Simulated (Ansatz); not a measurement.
The system is As.

```
As
1.0
     2.70368    0.00000    0.00000
     0.00000    2.70368    0.00000
     0.00000    0.00000    2.70368
As
1
Direct
  0.50000 0.50000 0.50000
```

This isn't the form of As at room conditions, which is rhombohedral.

| Property | Result |
| --- | --- |
| Program | Ansatz 0.2.0 |
| Task | relaxation of cell and atoms |
| Functional | RPBE |
| Potentials or basis | Ansatz PAW |
| Cutoff | 420 eV (not typed: the program's choice for these potentials) |
| k mesh | 10 × 10 × 10 |
| Occupations | fermi-dirac, width 0.05 eV |
| Spin | no spin polarisation |

At the start: volume 19.76 Å³/atom.

Q: Where does the relaxation end?

A: It ends after 5 steps and the volume is 20.69 Å³/atom (+4.7 %); space group Pm-3m (No. 221, to 0.05 Å).

The path:
```csv
step,energy change (eV),largest force (eV/Å),volume (Å³)
1,0.0000,0.0000,19.76
2,-0.0094,0.0000,21.01
3,-0.0106,0.0000,20.72
4,-0.0106,0.0000,20.69
5,-0.0107,0.0000,20.69
```

Final structure:
```
As
1.0
     2.74549    0.00000    0.00000
     0.00000    2.74549    0.00000
     0.00000    0.00000    2.74549
As
1
Direct
  0.50000 0.50000 0.50000
```

Caveat: the plane-wave basis is chosen anew once the cell has moved, so the energies of steps on either side of that aren't comparable; the PAW data sets come from PBE, with cores solved anew for the run's functional, which leaves a small shift of forces and pressure.
